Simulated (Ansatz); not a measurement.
# AlNi3 (Fm-3m) in Ansatz: further runs

One crystal, AlNi3, is run at these levels: PBEsol; tasks: single point.

Program: Ansatz 0.2.0. These are calculated values, not measurements. Logs are shortened: lines on timing, memory, paths and dates and some standing lists are left out, and cuts for length are marked.

## (1) The crystal as given

The structure is cubic, space group Fm-3m (No. 225). The conventional cell has a = 5.604 Å, b = 5.604 Å, c = 5.604 Å, α = 90.00°, β = 90.00°, γ = 90.00°. Ni (site symmetry -43m) has 4 Al at 2.43 Å and 4 Ni at 2.43 Å as nearest neighbours. Ni (site symmetry m-3m) has 8 Ni at 2.43 Å as nearest neighbours. Al (site symmetry m-3m) has 8 Ni at 2.43 Å as nearest neighbours.

The cell comes from a database or a generator and needn't be the stable form of this composition.

## (2) Single point, PBEsol, collinear spin, ferrimagnetic start

Contents of input.yaml:

```yaml
crystal:
  lattice:
    - [0.0, 2.8018887551, 2.8018887551]
    - [2.8018887551, 0.0, 2.8018887551]
    - [2.8018887551, 2.8018887551, 0.0]
  atoms:
    - { symbol: Ni, position: [0.75, 0.75, 0.75], spin: 1.0 }
    - { symbol: Ni, position: [0.0, 0.0, 0.0], spin: -0.5 }
    - { symbol: Ni, position: [0.25, 0.25, 0.25], spin: 1.0 }
    - { symbol: Al, position: [0.5, 0.5, 0.5] }
hamiltonian:
  xc: pbesol
  pseudopotentials: { kind: paw }
magnetization:
  spin_polarized: true
kpoints:
  mp_grid: { grid: [8, 8, 8] }
scf:
  occupations: { method: fermi_dirac, width: 0.05 }
output:
  forces: true
  stress: true
  eigenvalues: true
```

Potentials or basis: Ansatz PAW.

Command:

```bash
> ansatz run input.yaml --threads 2 --pin off --max-ram 5632MiB --backend cpu --events-out ev --progress --plain --runs-dir out
```

Output:

```text
Warning: RAYON_NUM_THREADS=2 ignored (pool sized by the plan → 2); use --threads N
Engine: ansatz 0.2.0, aarch64-unknown-linux-gnu
Pseudopotentials: kind: paw
Pseudopotential: Ni, paw, valence charge 18, recommended cutoff 420 eV (normal), Ni.paw.azcp
Pseudopotential: Al, paw, valence charge 3, recommended cutoff 420 eV (normal), Al.paw.azcp
Functional definition: PBEsol
  exchange = pbesol_x
  correlation = pbesol_c
Crystal: 4 atoms, lattice volume = 43.993 Å³
Basis set: ecut = 420 eV, 869 PW (Γ), exchange–correlation on 54×54×54 points (8 copies of the dense FFT grid, shifted against one another)
Bands: 36, of which v1, the nominal top of the filled ones, is band 29 counted from 1 (28 counted from 0)
Symmetry: 48 space group operations
Space group: Fm-3m (ITA 225), of the structure as read, at distance tolerance 3.5e-5 Å
Magnetic group: BNS 225.116 (UNI 1618), of the structure as read, at distance tolerance 3.5e-5 Å
k-points: 29 of 512
Non-local potential: Ni, projectors of the file, l = 0: 3, l = 1: 2, l = 2: 3, l = 3: 1
Non-local potential: Al, projectors of the file, l = 0: 2, l = 1: 2, l = 2: 1
PAW form: soft (Blöchl's): semilocal exchange-correlation on the pseudo side does not see the compensation charge
PAW frozen core: Ni, regenerated for the run's functional, and the local potential with it (the file was generated under x = pbe(κ = 0.804, μ = 0.2195149727645171), c = pbe(β = 0.06672455060314922))
PAW frozen core: Al, regenerated for the run's functional, and the local potential with it (the file was generated under x = pbe(κ = 0.804, μ = 0.2195149727645171), c = pbe(β = 0.06672455060314922))
PAW one-centre angular grid: Ni, 590 points (default); XC on 64 Gauss nodes
PAW one-centre angular grid: Al, 110 points (default); XC on 64 Gauss nodes
Initial density: superposition of atomic densities (chi_scale 0.1, normalization cell)
Starting moments: Σ|m| = 2.5 μB on 3 of 4 sites
Initial wavefunctions: pseudopotential atomic-orbital guess
Functional: x = pbesol(κ = 0.804, μ = 0.12345679012345678), c = pbesol(β = 0.046)
SCF iter   1: F=—  HF=-17937.712368 eV  |F-HF|=—  |Δ(HF+E_count)|=         —  Δρ=9.37e-2 (↑9.37e-2 ↓6.44e-2)  dr2=1.94e0  dr2_m=1.87e0  M=0.665 μB ∫|m|=0.814 μB  β_m=0.30  ethr=3.10e-3  ⟨swp⟩=5.4  Hψ=7248  notcnv=0  defer=5
Mixer restart at iter 1: flushing history
preconditioner: auto → Kerker (q_TF=auto, 2.849 Å⁻¹)  [metal: Δε(μ)=0.011 eV  Ē_g=7.729 eV  σ=0.050 eV  W_gap=0.05  n_scr=14 (ndim 8)  ℏωp=32.2 eV  f_vac=0.000  D(μ)=6.04/eV (n_scr^D=88)]
spin=Collinear: Kerker preconditioning applied to the charge; magnetization (m = ρ↑ − ρ↓) channel mixes plain (no charge-response kernel on spin).
SCF iter   2: F=—  HF=-17937.434189 eV  |F-HF|=—  |Δ(HF+E_count)|=   2.78e-1  Δρ=7.42e-2 (↑5.71e-2 ↓7.42e-2)  dr2=3.69e-1  dr2_m=1.65e0  M=0.216 μB ∫|m|=0.523 μB  β_m=0.47  ethr=3.10e-3  ⟨swp⟩=2.3  Hψ=3590  notcnv=0  defer=81
SCF iter   3: F=—  HF=-17939.375360 eV  |F-HF|=—  |Δ(HF+E_count)|=    1.94e0  Δρ=5.63e-2 (↑3.82e-2 ↓5.63e-2)  dr2=4.89e-1  dr2_m=8.16e-1  M=0.090 μB ∫|m|=0.327 μB  β_m=0.47  ethr=6.48e-4  ⟨swp⟩=2.4  Hψ=3251  notcnv=0  defer=83
SCF iter   4: F=—  HF=-17940.862387 eV  |F-HF|=—  |Δ(HF+E_count)|=    1.49e0  Δρ=3.12e-2 (↑1.08e-2 ↓3.12e-2)  dr2=3.79e-1  dr2_m=1.32e-1  M=0.024 μB ∫|m|=0.124 μB  β_m=0.69  ethr=6.48e-4  ⟨swp⟩=2.9  Hψ=3758  notcnv=0  defer=86
SCF iter   5: F=—  HF=-17941.063150 eV  |F-HF|=—  |Δ(HF+E_count)|=   2.01e-1  Δρ=1.68e-2 (↑1.68e-2 ↓1.40e-2)  dr2=2.83e-1  dr2_m=2.73e-3  M=0.004 μB ∫|m|=0.018 μB  β_m=0.54  ethr=6.48e-4  ⟨swp⟩=3.1  Hψ=3773  notcnv=0  defer=85
SCF iter   6: F=—  HF=-17941.018925 eV  |F-HF|=—  |Δ(HF+E_count)|=   4.42e-2  Δρ=5.66e-3 (↑5.66e-3 ↓4.25e-3)  dr2=2.07e-2  dr2_m=1.00e-3  M=0.004 μB ∫|m|=0.012 μB  β_m=0.77  ethr=4.96e-4  ⟨swp⟩=2.2  Hψ=3269  notcnv=0  defer=90
SCF iter   7: F=—  HF=-17941.012985 eV  |F-HF|=—  |Δ(HF+E_count)|=   5.94e-3  Δρ=4.49e-3 (↑1.55e-3 ↓4.49e-3)  dr2=6.93e-3  dr2_m=1.48e-3  M=-0.006 μB ∫|m|=0.009 μB  β_m=0.89  ethr=3.63e-5  ⟨swp⟩=2.1  Hψ=3431  notcnv=0  defer=90
SCF iter   8: F=—  HF=-17941.017377 eV  |F-HF|=—  |Δ(HF+E_count)|=   4.39e-3  Δρ=1.43e-3 (↑1.43e-3 ↓1.11e-3)  dr2=2.46e-4  dr2_m=6.00e-4  M=-0.004 μB ∫|m|=0.008 μB  β_m=0.94  ethr=1.22e-5  ⟨swp⟩=2.0  Hψ=3271  notcnv=0  defer=90
SCF iter   9: F=—  HF=-17941.017283 eV  |F-HF|=—  |Δ(HF+E_count)|=   9.37e-5  Δρ=3.94e-4 (↑3.94e-4 ↓1.74e-4)  dr2=5.24e-5  dr2_m=1.88e-5  M=-0.001 μB ∫|m|=0.002 μB  β_m=0.97  ethr=4.31e-7  ⟨swp⟩=2.0  Hψ=3106  notcnv=0  defer=90
SCF iter  10: F=—  HF=-17941.017280 eV  |F-HF|=—  |Δ(HF+E_count)|=   3.25e-6  Δρ=1.84e-4 (↑1.26e-4 ↓1.84e-4)  dr2=2.87e-5  dr2_m=1.05e-6  M=-0.000 μB ∫|m|=0.001 μB  β_m=0.99  ethr=9.19e-8  ⟨swp⟩=2.2  Hψ=3084  notcnv=0  defer=90
SCF iter  11: F=—  HF=-17941.017277 eV  |F-HF|=—  |Δ(HF+E_count)|=   3.08e-6  Δρ=4.88e-5 (↑4.88e-5 ↓4.85e-5)  dr2=2.65e-6  dr2_m=2.22e-8  M=-0.000 μB ∫|m|=0.000 μB  β_m=0.99  ethr=5.03e-8  ⟨swp⟩=2.0  Hψ=2814  notcnv=0  defer=90
SCF iter  12: F=—  HF=-17941.017277 eV  |F-HF|=—  |Δ(HF+E_count)|=   1.69e-7  Δρ=3.53e-5 (↑2.84e-5 ↓3.53e-5)  dr2=1.24e-6  dr2_m=5.12e-9  M=-0.000 μB ∫|m|=0.000 μB  β_m=1.00  ethr=4.66e-9  ⟨swp⟩=2.2  Hψ=3005  notcnv=0  defer=90
SCF iter  13: F=—  HF=-17941.017277 eV  |F-HF|=—  |Δ(HF+E_count)|=   9.91e-8  Δρ=5.74e-6 (↑4.78e-6 ↓5.74e-6)  dr2=3.73e-8  dr2_m=2.24e-10  M=-0.000 μB ∫|m|=0.000 μB  β_m=0.88  ethr=2.18e-9  ⟨swp⟩=2.0  Hψ=2687  notcnv=0  defer=90
SCF iter  14: F=-17941.017277 eV  HF=-17941.017277 eV  |F-HF|=6.12e-8  |Δ(HF+E_count)|=   4.28e-9  Δρ=6.80e-6 (↑6.80e-6 ↓6.37e-6)  dr2=6.01e-8  dr2_m=3.55e-11  M=-0.000 μB ∫|m|=0.000 μB  ethr=6.55e-11  ⟨swp⟩=7.2  Hψ=8566  notcnv=0
SCF 1 converged in 14 iterations: F = -17941.017277 eV  dr2 = 6.01e-8
WARN: the starting moments were not kept: the SCF closed with an absolute magnetisation of 8.9e-6 μB, where they sum to 2.5 μB in size (3 sites). That is at most 0.1 of that sum. Measured as dr2_m measures the in/out step, that magnetisation stands 1.1e-10 eV from none, at or under the dr2_threshold of 1.0e-7 eV: it is no larger than a step whose dr2_m would equal this threshold. The system may hold no moment; this SCF shows only that its start led to no more than that. To try another start: raise the starting moments (crystal.atoms[].spin, magnetization.per_species, magnetization.initial_magnetization, or on a non-collinear deck that types none of these the spinor_matrix: blocks that start its atoms; where the total moment is fixed, keep their sum and leave initial_magnetization as it is; typed ones take the place of any that the run laid by itself, positive ones on a crystal's lanthanoids without a Hubbard term where scf.initial_density.shell_occupations: [] is typed) or, if the notice of its spin-set hold's release reads "site moments contracting" or "site moments show no strong build", lengthen the hold (scf.mixing.spin_hold: { on: { confirm: 4 } }; for m-r²SCAN on two components see the key's manual first). Each may lead to a state that holds a moment. A second SCF, from the converged charge density, with the starting moments and any scf.initial_density.shell_occupations laid on it anew, would have followed, and was not run: the deck does not ask for one (magnetization.retry_lost_moments is false, the default). To let it run, set magnetization.retry_lost_moments: true and run the deck again, where that key's refused combinations let it; where memory then withholds it, that run's warning says so.
SCF converged after 14 iterations
Magnetization: -0.0000 μB (28.5000 up, 28.5000 down)
Absolute magnetization: 0.0000 μB (∫|ρ↑−ρ↓|, with the PAW one-centre terms)
Spin contamination: 0.0000 ħ² per cell (⟨S²⟩ above its minimum at these occupations)
Per-site moments (μB) at R_I (Å): [(7.297108315642136e-7, 1.000934071704004), (-5.843670448587299e-6, 1.0009340717040043), (7.297108314421478e-7, 1.0009340717040043), (4.937222964399584e-8, 1.000934071704004)]
Free energy (F): -17941.017277 eV
Harris-Foulkes:  -17941.017277 eV  (|F-HF|=6.12e-8)
Internal energy: -17940.997767 eV  (E = F + TS)
E sigma→0 (E₀):  -17941.007522 eV
Entropy (-TS):   -0.019509 eV (-4.877 meV/atom)
Fermi energy:    16.291798 eV
--- Per-component energies (eV) ---
  E_band       = -905.253434
  E_kinetic    = 881.050416
  E_local      = -11857.825532  (includes V_loc(G=0)·N_el)
  E_nonlocal   = 1925.519316
  E_hartree    = 5046.126384
  E_xc         = -295.487162
  E_vxc        = -360.606647  (∫ρ·V_xc dr)
  E_paw        = -5245.858593  (= ΣΔE_a)
  E_vpaw       = -1585.648699  (= ΣTr[D̂ρ^β])
  E_aug_tail   = 0.001512  (compensation charges beyond the density's cutoff)
  E_ewald      = -8395.135113
  E_core_change = 0.611006  (= ΣΔE_core)
  E_smearing   = -0.019509  (= −TS)
  E_closure    = -0.000000  (closes the sum)
  Σ components = -17941.017277   (vs F -17941.017277, Δ=0.00e0)
--- Forces (eV/Å), atoms counted from 1 ---
  atom   1  Ni    -0.00000000     0.00000000    -0.00000000
  atom   2  Ni    -0.00000000     0.00000000     0.00000000
  atom   3  Ni     0.00000000     0.00000000     0.00000000
  atom   4  Al    -0.00000000    -0.00000000     0.00000000
  max |Σ_I F_I| component: 3.70e-17 eV/Å
--- Stress (GPa, compression-positive) ---
       -0.722026      -0.000000      -0.000000
        0.000000      -0.722026      -0.000000
       -0.000000       0.000000      -0.722026
  P = ⅓ Tr σ = -0.7220 GPa (-7.220 kbar)
--- Band table (eV; the first three rows and the last of 58) ---
  k-point 0 ↑: bands = ["-86.4156", "-86.4068", "-86.1852", "-46.9806", "-46.9806", "-46.9806", "-46.9694", "-46.9694", "-46.9694", "-46.7267", "-46.7267", "-46.7267", "6.0353", "12.6671", "12.6671", "12.7934", "12.7934", "12.7934", "13.8895", "13.8895", "13.8895", "15.3930", "15.3930", "15.3930", "15.7497", "15.7497", "15.7888", "15.7888", "21.7118", "21.7118", "21.7118", "22.2117", "22.2117", "22.2117", "23.4182", "24.9522"]
  k-point 1 ↑: bands = ["-86.4151", "-86.4070", "-86.1855", "-46.9851", "-46.9818", "-46.9818", "-46.9689", "-46.9689", "-46.9641", "-46.7277", "-46.7260", "-46.7260", "6.2677", "12.6038", "12.6038", "12.6635", "12.9800", "12.9800", "13.8407", "13.8658", "13.8658", "15.1971", "15.2590", "15.2590", "15.7635", "15.7635", "15.8016", "15.8016", "19.7320", "21.1775", "21.1775", "22.4155", "22.7150", "22.7150", "24.1494", "24.5852"]
  k-point 2 ↑: bands = ["-86.4138", "-86.4077", "-86.1861", "-46.9876", "-46.9842", "-46.9842", "-46.9682", "-46.9682", "-46.9601", "-46.7297", "-46.7244", "-46.7244", "6.9502", "12.1732", "12.6196", "12.6196", "13.2794", "13.2794", "13.5813", "13.8235", "13.8235", "14.9059", "14.9735", "14.9735", "15.7171", "15.7171", "15.8458", "15.8458", "17.7591", "20.7255", "20.7255", "22.1119", "22.2786", "22.2786", "24.3872", "25.3304"]
  k-point 28 ↓: bands = ["-86.4100", "-86.4100", "-86.1875", "-47.0089", "-46.9849", "-46.9810", "-46.9810", "-46.9505", "-46.9505", "-46.7287", "-46.7287", "-46.7179", "10.2442", "11.3065", "11.3065", "11.9625", "13.5226", "13.7708", "13.7708", "13.8293", "14.2553", "14.2553", "14.8076", "14.8771", "15.6894", "15.6894", "15.7035", "15.7620", "16.1925", "16.2885", "16.2885", "23.8195", "23.8570", "23.8570", "24.1199", "29.2202"]
```

Wall time 13 s (2 threads of Arm Neoverse V2, shared host); peak memory 0.42 GiB.

Results:

| Property | Result |
| --- | --- |
| Free energy | -17941.0173 eV |
| Pressure | -0.7 GPa |
| Band gap on the k mesh | none (metal or under the smearing width) |
| Net moment | 0.00 μB per cell |
| Absolute moment | 0.00 μB per cell |

Caveat: the PAW data sets come from PBE, with cores solved anew for the run's functional, which leaves a small shift of forces and pressure; the starting moments weren't kept.

(Continued in part 2 of 2.)
